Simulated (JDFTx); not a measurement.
Crystal: V.

```
CELL_PARAMETERS angstrom
-1.51435 1.51435 1.51435
1.51435 -1.51435 1.51435
1.51435 1.51435 -1.51435
ATOMIC_POSITIONS crystal
V 0.00000 0.00000 0.00000
```

- Program: JDFTx 1.7.0 (patched build)
- Task: relaxation of cell and atoms
- Functional: PBE
- Dispersion: D3(BJ)
- Potentials or basis: PseudoDojo-SR-PBE-0.5-standard
- Cutoff: 1143 eV
- Density cutoff: 4572 eV
- k mesh: 12 × 12 × 12
- Occupations: fermi-dirac, width 0.05 eV
- Spin: collinear spin, ferromagnetic start
- Starting moments: [2.0] μB

At the start: pressure -13.2 GPa; volume 13.89 Å³/atom.

Question: Where does the relaxation end?

Answer: Over 5 steps the energy falls by 45.3 meV/atom and the volume is 12.85 Å³/atom (-7.5 %); space group Im-3m (No. 229, to 0.05 Å); moment 0.00 μB per cell.

Step by step:
| step | energy change (eV) | largest force (eV/Å) | pressure (GPa) | volume (Å³) |
| --- | --- | --- | --- | --- |
| 1 | 0.0000 | 0.0000 | -13.17 | 13.89 |
| 2 | -0.0186 | 0.0000 | -10.38 | 13.64 |
| 3 | -0.0453 | 0.0000 | 0.08 | 12.84 |
| 4 | -0.0453 | 0.0000 | 0.04 | 12.84 |
| 5 | -0.0453 | 0.0000 | -0.03 | 12.85 |

Final structure:
```yaml
crystal:
  lattice:
    - [-1.47552, 1.47552, 1.47552]
    - [1.47552, -1.47552, 1.47552]
    - [1.47552, 1.47552, -1.47552]
  atoms:
    - { symbol: V, position: [0.00000, 0.00000, 0.00000] }
```

Caveat: the plane waves are those of the starting cell, so after so large a change of volume the result is rough; pairwise dispersion overbinds metals, which lowers pressure and volume.
